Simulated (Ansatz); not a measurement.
# BN (F-43m) in Ansatz: a series of runs

One crystal, BN, is run at these levels: PBEsol, r2SCAN0, r2SCANh, PBEsol0; tasks: phonons, elastic constants, band structure.

Everything below comes from runs of Ansatz 0.2.0. Logs are shortened: lines on timing, memory, paths and dates and some standing lists are left out, and cuts for length are marked.

**The experiment to reproduce.**

A printed reference work, monograph reports, for a bulk crystal of BN at 300 K: band gap 6.4 eV (indirect).

The results are compared with them further down.

## (1) The structure

The structure is cubic, space group F-43m (No. 216). The conventional cell has a = 3.626 Å, b = 3.626 Å, c = 3.626 Å, α = 90.00°, β = 90.00°, γ = 90.00°. N (site symmetry -43m) is surrounded by 4 B at 1.57 Å. B (site symmetry -43m) has 4 N at 1.57 Å as nearest neighbours.

The cell is a database's computed one.

## (2) Phonons, PBEsol

The input, input.yaml:

```yaml
crystal:
  lattice:
    - [0.0, 1.813001, 1.813001]
    - [1.813001, 0.0, 1.813001]
    - [1.813001, 1.813001, 0.0]
  atoms:
    - { symbol: "N", position: [0.25, 0.25, 0.25] }
    - { symbol: B, position: [0.0, 0.0, 0.0] }
hamiltonian:
  xc: pbesol
  pseudopotentials: { kind: paw }
kpoints:
  mp_grid: { grid: [10, 10, 10] }
scf:
  occupations: { method: fixed }
phonons:
  method: dfpt
  dielectric: true
  rigid_motions: translations
```

Potentials or basis: Ansatz PAW.

The run is started by

```sh
> ansatz run input.yaml --threads 2 --pin off --max-ram 5632MiB --backend cpu --events-out ev --progress --plain --runs-dir out
```

The log of the run:

```text
Warning: RAYON_NUM_THREADS=2 ignored (pool sized by the plan → 2); use --threads N
Engine: ansatz 0.2.0, x86_64-unknown-linux-gnu
Pseudopotentials: kind: paw
Pseudopotential: N, paw, valence charge 5, recommended cutoff 420 eV (normal), N.paw.azcp
Pseudopotential: B, paw, valence charge 3, recommended cutoff 420 eV (normal), B.paw.azcp
Functional definition: PBEsol
  exchange = pbesol_x
  correlation = pbesol_c
Crystal: 2 atoms, lattice volume = 11.919 Å³
Basis set: ecut = 420 eV, 259 PW (Γ), exchange–correlation on 36×36×36 points (8 copies of the dense FFT grid, shifted against one another)
Bands: 8, of which v1, the nominal top of the filled ones, is band 4 counted from 1 (3 counted from 0)
Symmetry: 24 space group operations
k-points: 171 of 1000 (irreducible under 4 space group operations, time reversal used)
Non-local potential: N, projectors of the file, l = 0: 2, l = 1: 2, l = 2: 1
Non-local potential: B, projectors of the file, l = 0: 2, l = 1: 2, l = 2: 1
PAW form: soft (Blöchl's): semilocal exchange-correlation on the pseudo side does not see the compensation charge
PAW frozen core: N, regenerated for the run's functional, and the local potential with it (the file was generated under x = pbe(κ = 0.804, μ = 0.2195149727645171), c = pbe(β = 0.06672455060314922))
PAW frozen core: B, regenerated for the run's functional, and the local potential with it (the file was generated under x = pbe(κ = 0.804, μ = 0.2195149727645171), c = pbe(β = 0.06672455060314922))
PAW one-centre angular grid: N, 110 points (default); XC on 64 Gauss nodes
PAW one-centre angular grid: B, 110 points (default); XC on 64 Gauss nodes
Initial density: superposition of atomic densities (neutral atoms: chi_scale 0, normalization atom), corrected by the library's trained network
Initial wavefunctions: pseudopotential atomic-orbital guess
Functional: x = pbesol(κ = 0.804, μ = 0.12345679012345678), c = pbesol(β = 0.046)
SCF iter   1: F=—  HF=-533.834852 eV  |F-HF|=—  |Δ(HF+E_count)|=         —  Δρ=8.72e-3  dr2=7.02e-3  ethr=1.77e-3  ⟨swp⟩=3.8  Hψ=7734  notcnv=0  defer=290
preconditioner: auto → none  [insulator: Δε(μ)=4.201 eV  Ē_g=19.791 eV  n_scr=0 (ndim 8)  ℏωp=30.4 eV  f_vac=0.000  ε∞_Penn≈3.4]
SCF iter   2: F=—  HF=-533.832731 eV  |F-HF|=—  |Δ(HF+E_count)|=   2.12e-3  Δρ=2.51e-3  dr2=5.86e-4  ethr=8.78e-5  ⟨swp⟩=2.3  Hψ=3242  notcnv=0  defer=325
SCF iter   3: F=—  HF=-533.832560 eV  |F-HF|=—  |Δ(HF+E_count)|=   1.71e-4  Δρ=8.32e-4  dr2=6.07e-5  ethr=7.32e-6  ⟨swp⟩=3.0  Hψ=2344  notcnv=0  defer=329
SCF iter   4: F=—  HF=-533.832547 eV  |F-HF|=—  |Δ(HF+E_count)|=   1.32e-5  Δρ=1.55e-4  dr2=1.60e-6  ethr=7.59e-7  ⟨swp⟩=2.0  Hψ=2052  notcnv=0  defer=4
SCF iter   5: F=—  HF=-533.832547 eV  |F-HF|=—  |Δ(HF+E_count)|=   4.43e-7  Δρ=1.02e-5  dr2=5.67e-9  ethr=2.01e-8  ⟨swp⟩=2.0  Hψ=2041  notcnv=0
SCF iter   6: F=—  HF=-533.832547 eV  |F-HF|=—  |Δ(HF+E_count)|=   9.45e-9  Δρ=7.34e-7  dr2=1.73e-11  ethr=1.25e-12  ⟨swp⟩=4.3  Hψ=6720  notcnv=0
SCF iter   7: F=-533.832547 eV  HF=-533.832547 eV  |F-HF|=2.27e-13  |Δ(HF+E_count)|=  1.99e-11  Δρ=1.51e-8  dr2=7.21e-15  ethr=1.00e-12  ⟨swp⟩=4.0  Hψ=5262  notcnv=0
SCF 1 converged in 7 iterations: F = -533.832547 eV  dr2 = 7.21e-15
NSCF: frozen V_eff on 2 k-points
DFPT response loops at Γ: preconditioner auto → none (the input reference at scf.mixing.eps_inf says where Resta's filter doesn't serve); β = 0.50; Broyden in place of MSR1
── the response to a field inside a basis, on 10×10×10 k-points: an SCF that follows is theirs, and a resumed run solves both again ──
Bands: 5, of which v1, the nominal top of the filled ones, is band 4 counted from 1 (3 counted from 0)
k-points: 110 of 1000 (irreducible under 6 space group operations, time reversal used)
Initial density: handed on by an earlier stage of this run
Initial wavefunctions: pseudopotential atomic-orbital guess (no wavefunctions were taken with the density)
Eigensolver: Dense (110 Hₖ)
SCF iter   1: F=—  HF=-533.837376 eV  |F-HF|=—  |Δ(HF+E_count)|=         —  Δρ=7.92e-4  dr2=9.41e-6  ethr=1.00e-1
preconditioner: auto → none  [insulator: Δε(μ)=4.564 eV  Ē_g=16.216 eV  n_scr=0 (ndim 8)  ℏωp=30.4 eV  f_vac=0.000  ε∞_Penn≈4.5]
SCF iter   2: F=—  HF=-533.837383 eV  |F-HF|=—  |Δ(HF+E_count)|=   7.12e-6  Δρ=3.83e-4  dr2=2.30e-6  ethr=1.18e-7
SCF iter   3: F=—  HF=-533.837386 eV  |F-HF|=—  |Δ(HF+E_count)|=   3.02e-6  Δρ=1.13e-4  dr2=7.13e-7  ethr=2.88e-8
SCF iter   4: F=-533.837386 eV  HF=-533.837386 eV  |F-HF|=1.07e-9  |Δ(HF+E_count)|=   9.86e-8  Δρ=1.09e-5  dr2=4.13e-9  ethr=8.91e-9
SCF 1 converged in 4 iterations: F = -533.837386 eV  dr2 = 4.13e-9
DFPT response loops at Γ: mixed as the last ones told, above
SCF converged after 7 iterations
Free energy (F): -533.832547 eV
Harris-Foulkes:  -533.832547 eV  (|F-HF|=2.27e-13)
Internal energy: -533.832547 eV  (E = F + TS)
E sigma→0 (E₀):  -533.832547 eV
Fermi energy:    10.988011 eV
--- Per-component energies (eV) ---
  E_band       = 25.107393
  E_kinetic    = 184.418438
  E_local      = -175.268359  (includes V_loc(G=0)·N_el)
  E_nonlocal   = 56.620468
  E_hartree    = 48.666658
  E_xc         = -92.529838
  E_vxc        = -115.506734  (∫ρ·V_xc dr)
  E_paw        = -198.485583  (= ΣΔE_a)
  E_vpaw       = -22.489836  (= ΣTr[D̂ρ^β])
  E_aug_tail   = 0.000099  (compensation charges beyond the density's cutoff)
  E_ewald      = -357.297240
  E_core_change = 0.042810  (= ΣΔE_core)
  E_smearing   = -0.000000  (= −TS)
  E_closure    = 0.000000  (closes the sum)
  Σ components = -533.832547   (vs F -533.832547, Δ=0.00e0)
--- Band table (eV; the first three rows and the last of 171) ---
  k-point 0: bands = ["-9.1607", "10.9880", "10.9880", "10.9880", "19.7152", "19.7152", "19.7152", "21.0827"]
  k-point 1: bands = ["-8.9180", "9.7186", "10.7354", "10.7354", "19.9517", "20.0966", "20.0966", "21.9082"]
  k-point 2: bands = ["-8.2032", "7.0049", "10.1669", "10.1669", "20.2933", "20.8837", "20.8837", "23.5806"]
  k-point 170: bands = ["-3.4754", "2.7325", "4.1973", "5.5790", "20.3299", "23.2600", "25.6293", "26.4653"]
--- Phonons (Γ-DFPT): 2 representative perturbations + reference, on 171 of 1000 k-points (Σ response iterations 6) ---
  k mesh reduced under 4 symmetry operations, with k and −k counted as one. Each operation leaves every solved perturbation unchanged. A smaller set is not considered because the run solves the response to a homogeneous field
  ASR residual: 2.557e-6 → 0.000e0 eV/Å²; symmetrization residual: 5.510e-7 eV/Å²
  ASR residual per site (eV/Å²): 2.56e-6 1.31e-6
  Γ frequencies (cm⁻¹): 0.00 0.00 0.00 1024.91 1024.91 1024.91
  ε∞ (high-frequency dielectric tensor):
        4.649254    -0.000000     0.000000
       -0.000000     4.649254     0.000000
        0.000000     0.000000     4.649254
  ε⁰ (static dielectric tensor: ions relaxed, cell fixed):
        7.000115    -0.000000     0.000000
       -0.000000     7.000115    -0.000000
        0.000000    -0.000000     7.000115
  ε⁰ − ε∞ (ionic part):
        2.350862    -0.000000     0.000000
       -0.000000     2.350862    -0.000000
        0.000000    -0.000000     2.350862
  softest optical mode at Γ: 1024.91 cm⁻¹; the repairs (sum rule, projections) moved no ω² at Γ by more than (0.36 cm⁻¹)²
  Born effective charges Z* (e; rows j = field, columns β = displacement):
    site 0:
        -1.91034    0.00000    0.00000
        -0.00000   -1.91034   -0.00000
        -0.00000   -0.00000   -1.91034
    site 1:
         1.91034   -0.00000   -0.00000
         0.00000    1.91034    0.00000
         0.00000    0.00000    1.91034
  Z* charge neutrality: 1.454e-4 e pre-enforcement
  solved inside a basis spanned on kpoints, on 10×10×10 k-points, its susceptibility summed on 14×14×14: ε∞ is read to err by 1.2e-2, Z* by 6.2e-3 e (field_mesh: kpoints solves on kpoints); Z* is corrected for what the basis lacks
  optical modes at Γ without the LO–TO term, one row a degenerate level:
      ω (cm⁻¹)  modes    IR ((D/Å)²/amu)
       1024.91      3            41.3985
  optical modes at Γ + LO–TO along q̂ = [1.0000, 0.0000, 0.0000]:
      ω (cm⁻¹)  modes    IR ((D/Å)²/amu)
       1024.91      2            27.5990
       1257.61      1            13.7995
  optical modes at Γ + LO–TO along q̂ = [0.0000, 1.0000, 0.0000]:
      ω (cm⁻¹)  modes    IR ((D/Å)²/amu)
       1024.91      2            27.5990
       1257.61      1            13.7995
  optical modes at Γ + LO–TO along q̂ = [0.0000, 0.0000, 1.0000]:
      ω (cm⁻¹)  modes    IR ((D/Å)²/amu)
       1024.91      2            27.5990
       1257.61      1            13.7995
```

Run time: 10 s. Hardware: 2 threads of Intel Xeon at 2.70GHz, shared host; peak memory 0.42 GiB.

What came out:

```yaml
Free_energy: -533.8325 eV
Band_gap_on_the_k_mesh: 4.28 eV, indirect (least direct gap 8.73 eV)
Electronic_dielectric_tensor_diagonal: 4.65
Born_charges_mean_of_the_diagonal: N -1.91; B +1.91 e
Highest_phonon_frequency_at_Γ_LO-TO_splitting_left_out: 1025 cm⁻¹
Static_dielectric_tensor_diagonal: 7.00
```

Phonon frequencies in cm⁻¹ (negative: imaginary):
```csv
q point,frequencies
"(0.000, 0.000, 0.000)",0 0 0 1025 1025 1025
```

Electronic dielectric tensor:
```
4.65 0.00 0.00
0.00 4.65 0.00
0.00 0.00 4.65
```

Born effective charge tensors (e):
atom 1, N
```
-1.91  0.00  0.00
 0.00 -1.91  0.00
 0.00  0.00 -1.91
```
atom 2, B
```
1.91 0.00 0.00
0.00 1.91 0.00
0.00 0.00 1.91
```

Static dielectric tensor, electrons and zone-centre modes:
```
7.00 0.00 0.00
0.00 7.00 0.00
0.00 0.00 7.00
```

Caveat: the PAW data sets come from PBE, with cores solved anew for the run's functional, which leaves a small shift of forces and pressure.

## (3) Elastic constants, PBEsol

Edit input.yaml of step 2 so:

```diff
@@ -15,5 +15,7 @@
   occupations: { method: fixed }
-phonons:
-  method: dfpt
-  dielectric: true
-  rigid_motions: translations
+output:
+  forces: true
+  stress: true
+elastic:
+  mode: relaxed_ion
+  stencil: two_point
```

Potentials or basis: Ansatz PAW.

The run is started by

```sh
> ansatz run input.yaml --threads 2 --pin off --max-ram 5632MiB --backend cpu --events-out ev --progress --plain --runs-dir out
```

The log of the run:

```text
Warning: RAYON_NUM_THREADS=2 ignored (pool sized by the plan → 2); use --threads N
[... 7 set-up lines as earlier in the session ...]
Crystal: 2 atoms, lattice volume = 11.919 Å³
Basis set: ecut = 420 eV, 259 PW (Γ), exchange–correlation on 36×36×36 points (8 copies of the dense FFT grid, shifted against one another)
Bands: 8, of which v1, the nominal top of the filled ones, is band 4 counted from 1 (3 counted from 0)
[... 1 set-up line as earlier in the session ...]
Space group: F-43m (ITA 216), of the structure as read, at distance tolerance 2.3e-5 Å
k-points: 47 of 1000 (time reversal used)
[... 10 set-up lines as earlier in the session ...]
SCF iter   1: F=—  HF=-533.834857 eV  |F-HF|=—  |Δ(HF+E_count)|=         —  Δρ=8.72e-3  dr2=7.02e-3  ethr=1.77e-3  ⟨swp⟩=3.8  Hψ=2136  notcnv=0  defer=75
preconditioner: auto → none  [insulator: Δε(μ)=4.201 eV  Ē_g=19.791 eV  n_scr=0 (ndim 8)  ℏωp=30.4 eV  f_vac=0.000  ε∞_Penn≈3.4]
SCF iter   2: F=—  HF=-533.832728 eV  |F-HF|=—  |Δ(HF+E_count)|=   2.13e-3  Δρ=2.51e-3  dr2=5.86e-4  ethr=8.78e-5  ⟨swp⟩=2.3  Hψ=902  notcnv=0  defer=86
SCF iter   3: F=—  HF=-533.832558 eV  |F-HF|=—  |Δ(HF+E_count)|=   1.71e-4  Δρ=8.31e-4  dr2=6.07e-5  ethr=7.32e-6  ⟨swp⟩=3.0  Hψ=643  notcnv=0  defer=87
SCF iter   4: F=—  HF=-533.832546 eV  |F-HF|=—  |Δ(HF+E_count)|=   1.22e-5  Δρ=1.55e-4  dr2=1.61e-6  ethr=7.59e-7  ⟨swp⟩=2.0  Hψ=564  notcnv=0  defer=1
SCF iter   5: F=—  HF=-533.832547 eV  |F-HF|=—  |Δ(HF+E_count)|=   8.77e-7  Δρ=1.02e-5  dr2=5.59e-9  ethr=2.01e-8  ⟨swp⟩=2.0  Hψ=557  notcnv=0
SCF iter   6: F=—  HF=-533.832547 eV  |F-HF|=—  |Δ(HF+E_count)|=   4.77e-7  Δρ=7.32e-7  dr2=1.72e-11  ethr=6.99e-11  ⟨swp⟩=2.0  Hψ=562  notcnv=0
SCF iter   7: F=-533.832547 eV  HF=-533.832547 eV  |F-HF|=1.14e-13  |Δ(HF+E_count)|=  1.96e-11  Δρ=1.43e-8  dr2=7.47e-15  ethr=1.00e-12  ⟨swp⟩=3.3  Hψ=1643  notcnv=0
SCF 1 converged in 7 iterations: F = -533.832547 eV  dr2 = 7.47e-15
Crystal: 2 atoms, lattice volume = 11.895 Å³
Symmetry: 8 space group operations
k-points: 102 of 1000 (time reversal used)
[... 1 set-up line as earlier in the session ...]
Initial wavefunctions: those handed on with the density
iter 1 solved again at ethr=3.31e-7 eV; its pass at ethr=3.10e-3 eV (dr2=2.65e-5 eV) is discarded
SCF iter   1: F=—  HF=-533.833392 eV  |F-HF|=—  |Δ(HF+E_count)|=         —  Δρ=5.26e-4  dr2=2.65e-5  ethr=3.31e-7  ⟨swp⟩=2.4  Hψ=5427  notcnv=0  defer=155
preconditioner: auto → none  [insulator: Δε(μ)=4.251 eV  Ē_g=19.842 eV  n_scr=0 (ndim 8)  ℏωp=30.5 eV  f_vac=0.000  ε∞_Penn≈3.4]
SCF iter   2: F=—  HF=-533.833386 eV  |F-HF|=—  |Δ(HF+E_count)|=   6.15e-6  Δρ=2.03e-4  dr2=3.34e-6  ethr=3.31e-7  ⟨swp⟩=2.6  Hψ=1236  notcnv=0  defer=75
SCF iter   3: F=—  HF=-533.833385 eV  |F-HF|=—  |Δ(HF+E_count)|=   1.37e-6  Δρ=7.16e-5  dr2=4.54e-7  ethr=4.17e-8  ⟨swp⟩=2.0  Hψ=1169  notcnv=0
SCF iter   4: F=—  HF=-533.833384 eV  |F-HF|=—  |Δ(HF+E_count)|=   3.51e-8  Δρ=1.11e-5  dr2=4.38e-9  ethr=5.68e-9  ⟨swp⟩=2.1  Hψ=1234  notcnv=0
[... 65 lines left out ...]
SCF iter   6: F=-533.832502 eV  HF=-533.832502 eV  |F-HF|=0.00e0  |Δ(HF+E_count)|=    0.00e0  Δρ=8.72e-9  dr2=2.83e-15  ethr=1.00e-12  ⟨swp⟩=4.0  Hψ=3943  notcnv=0
SCF 9 converged in 6 iterations: F = -533.832502 eV  dr2 = 2.83e-15
relax step   2: F+E_penalty+E_count = -533.83250232 eV  Δ(F+E_penalty+E_count) = -2.133e-7 eV  max|allowed force component| = 1.965e-7 eV/Å  Δτ_max = 0.0001 Å  (6 SCF iters, accepted)
iter 1 solved again at ethr=1.00e-12 eV; its pass at ethr=3.10e-3 eV (dr2=1.80e-12 eV) is discarded
SCF iter   1: F=—  HF=-533.832501 eV  |F-HF|=—  |Δ(HF+E_count)|=         —  Δρ=1.55e-7  dr2=1.78e-12  ethr=1.00e-12  ⟨swp⟩=1.6  Hψ=8828  notcnv=0
SCF iter   2: F=—  HF=-533.832502 eV  |F-HF|=—  |Δ(HF+E_count)|=   9.57e-7  Δρ=1.56e-7  dr2=2.18e-12  ethr=2.22e-14 (applied; sched 1.00e-12)  ⟨swp⟩=3.4  Hψ=2692  notcnv=0
SCF iter   3: F=—  HF=-533.832502 eV  |F-HF|=—  |Δ(HF+E_count)|=  6.82e-13  Δρ=6.95e-8  dr2=3.88e-13  ethr=2.72e-14 (applied; sched 1.00e-12)  ⟨swp⟩=1.0  Hψ=1368  notcnv=0
SCF iter   4: F=—  HF=-533.832502 eV  |F-HF|=—  |Δ(HF+E_count)|=  1.14e-13  Δρ=4.25e-8  dr2=1.36e-13  ethr=4.85e-15 (applied; sched 1.00e-12)  ⟨swp⟩=1.0  Hψ=1368  notcnv=0
SCF iter   5: F=-533.832502 eV  HF=-533.832502 eV  |F-HF|=1.14e-13  |Δ(HF+E_count)|=  2.27e-13  Δρ=1.23e-8  dr2=1.03e-14  ethr=1.00e-12  ⟨swp⟩=3.3  Hψ=3479  notcnv=0
SCF 10 converged in 5 iterations: F = -533.832502 eV  dr2 = 1.03e-14
SCF converged after 7 iterations
Free energy (F): -533.832547 eV
Harris-Foulkes:  -533.832547 eV  (|F-HF|=1.14e-13)
Internal energy: -533.832547 eV  (E = F + TS)
E sigma→0 (E₀):  -533.832547 eV
Fermi energy:    10.988011 eV
--- Per-component energies (eV) ---
  E_band       = 25.107393
  E_kinetic    = 184.418438
  E_local      = -175.268359  (includes V_loc(G=0)·N_el)
  E_nonlocal   = 56.620468
  E_hartree    = 48.666658
  E_xc         = -92.529838
  E_vxc        = -115.506734  (∫ρ·V_xc dr)
  E_paw        = -198.485583  (= ΣΔE_a)
  E_vpaw       = -22.489836  (= ΣTr[D̂ρ^β])
  E_aug_tail   = 0.000099  (compensation charges beyond the density's cutoff)
  E_ewald      = -357.297240
  E_core_change = 0.042810  (= ΣΔE_core)
  E_smearing   = -0.000000  (= −TS)
  E_closure    = 0.000000  (closes the sum)
  Σ components = -533.832547   (vs F -533.832547, Δ=0.00e0)
--- Forces (eV/Å), atoms counted from 1 ---
  atom   1  N     -0.00000000    -0.00000000    -0.00000000
  atom   2  B      0.00000000     0.00000000    -0.00000000
  max |Σ_I F_I| component: 5.55e-16 eV/Å
--- Stress (GPa, compression-positive) ---
       -6.293843      -0.000000      -0.000000
        0.000000      -6.293843       0.000000
       -0.000000       0.000000      -6.293843
  P = ⅓ Tr σ = -6.2938 GPa (-62.938 kbar)
--- Band table (eV; the first three rows and the last of 47) ---
  k-point 0: bands = ["-9.1607", "10.9880", "10.9880", "10.9880", "19.7152", "19.7152", "19.7152", "21.0827"]
  k-point 1: bands = ["-8.9180", "9.7186", "10.7354", "10.7354", "19.9517", "20.0966", "20.0966", "21.9082"]
  k-point 2: bands = ["-8.2032", "7.0049", "10.1669", "10.1669", "20.2933", "20.8837", "20.8837", "23.5806"]
  k-point 46: bands = ["-3.2858", "3.1005", "4.4023", "4.6050", "19.5650", "23.8174", "24.9336", "26.8226"]
--- Elastic constants: 2 strain directions × 2 members + reference (group order 24) ---
  dense FFT box of the reference and of every strained cell: 18×18×18
  strains applied: 11, 23; error gains: componentwise 1.00 (the most a stress slope's error grows in a printed constant), spectral 1.73 (1 for all six strains in a standard setting)
  C = ∂σ_k/∂η_j (tension-positive GPa; Voigt order 11 22 33 23 13 12):
       763.459    162.184    162.184      0.000      0.000     -0.000
       162.184    763.459    162.184      0.000      0.000     -0.000
       162.184    162.184    763.459      0.000      0.000      0.000
        -0.000     -0.000      0.000    437.565      0.000      0.000
         0.000      0.000      0.000     -0.000    437.565      0.000
         0.000     -0.000      0.000      0.000      0.000    437.565
  reference stress σ⁰ (GPa):      6.294      6.294      6.294     -0.000      0.000      0.000
  C* (energy form; C + prestress term) asymmetry max|C*_kj − C*_jk| = 2.842e-14 GPa — a small one proves nothing (zero by symmetry where the batch's group is 432, −43m or m−3m); a large one is finite-difference/SCF noise where every solve meets its electron count
  moduli (Voigt/Reuss/Hill, GPa): K = 362.61/362.61/362.61   G = 382.79/370.13/376.46   E = 839.03   ν = 0.114
  mechanically stable: yes (min eigenvalue of sym C = 437.57 GPa)
  strain η (Voigt 11):  stress-route row diagonal C_11 = 763.46 GPa, energy-path curvature d²(F+E_count+ΔE)/dδ²/Ω₀ = 763.67 GPa
         δ    σ_11 (GPa)             F (eV)   n_scf  n_hpsi   n_pw
    -2.000e-3       4.7672        -533.8333845       6   13401    259   relax 0 steps, max|allowed force component| 1.09e-16 eV/Å
     2.000e-3       7.8210        -533.8314662       5   11578    259   relax 0 steps, max|allowed force component| 1.10e-16 eV/Å
  strain η (Voigt 23):  stress-route row diagonal C_44 = 437.57 GPa, energy-path curvature d²(F+E_count+ΔE)/dδ²/Ω₀ = 435.69 GPa
         δ    σ_23 (GPa)             F (eV)   n_scf  n_hpsi   n_pw
    -2.000e-3      -0.8751        -533.8325023       4   18550    259   relax 3 steps, max|allowed force component| 5.98e-8 eV/Å
     2.000e-3       0.8751        -533.8325023       5   18799    259   relax 2 steps, max|allowed force component| 1.96e-7 eV/Å
```

elastic.tsv:

```text
[... 16 lines left out ...]
6	1.2665203038e-28	-1.2665203040e-28	2.2420775429e-44	5.9878854720e-46	1.0079683469e-21	4.3756522108e2	1.8528889464e-16	1.8528889464e-16	1.8528889464e-16	5.9878854720e-46	1.0079683469e-21	4.3756522108e2	2.5563391029e-30	-2.5517168955e-30	-1.5407439555e-33	1.9721522631e-31	1.3252625005e-21	-2.2444231578e-1
```

Run time: 8.9 s. Hardware: 2 threads of Intel Xeon at 2.70GHz, shared host; peak memory 0.34 GiB.

Results:

| Quantity | Value |
| --- | --- |
| Free energy | -533.8325 eV |
| Pressure | -6.3 GPa |
| Band gap on the k mesh | 4.28 eV, indirect (least direct gap 8.73 eV) |
| Elastic constants C11, C12, C44 | 763, 162, 438 GPa |
| Voigt bulk modulus | 363 GPa |

Elastic tensor in Voigt notation (GPa, in the Cartesian axes of the cell as first typed):
```
763 162 162   0   0   0
162 763 162   0   0   0
162 162 763   0   0   0
  0   0   0 438   0   0
  0   0   0   0 438   0
  0   0   0   0   0 438
```

Caveat: the cell is more than 3 GPa from zero pressure, which shifts response properties; the pressure holds a Pulay correction of +1.1 GPa for the finite cutoff; the PAW data sets come from PBE, with cores solved anew for the run's functional, which leaves a small shift of forces and pressure.

(Part 1 of 2 ends here.)
